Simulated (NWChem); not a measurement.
**How the cost of HF grows with the basis: C2H6O2 (ethylene glycol)**

C2H6O2 has 10 atoms, charge 0, and is taken as a singlet. SMILES: `OCCO`. The coordinates come from a PBE0-D4/def2-TZVP relaxation. This is a higher conformer, about 11 kJ/mol above the lowest found by a separate search.

HF (spherical functions), energy, NWChem 7.3.0, on 1 thread of Intel Xeon 6975P-C (Granite Rapids), shared host. N is the number of basis functions, t the processor time.

| basis | N | t (s) | ln N | ln t |
| --- | --- | --- | --- | --- |
| 6-31G | 48 | 3.7 | 3.871 | 1.308 |
| 6-31G(d) | 68 | 5.5 | 4.220 | 1.705 |
| 6-31G(d,p) | 86 | ? | 4.454 | ? |
| 6-311G(d,p) | 108 | 15 | 4.682 | 2.708 |

Problem. Fit t = C·Nᵖ to the known rows and estimate the time in 6-31G(d,p).

Solution. 
1. Means of the 3 rows: ln N = 4.25767, ln t = 1.9070.
2. Σ(Δln N)² = 0.33099, Σ(Δln N·Δln t) = 0.57911, so the slope is 0.57911/0.33099 = 1.7496.
3. Intercept: 1.9070 − (1.7496) × 4.25767 = -5.5422. The largest residual of the fit is 0.136.
4. ln t = -5.5422 + 1.7496 × 4.454, so t ≈ 9.5 s.

The run took 8.7 s, so the estimate is too long by a factor of about 1.1. The fitted power is 1.7, with the electron count fixed.
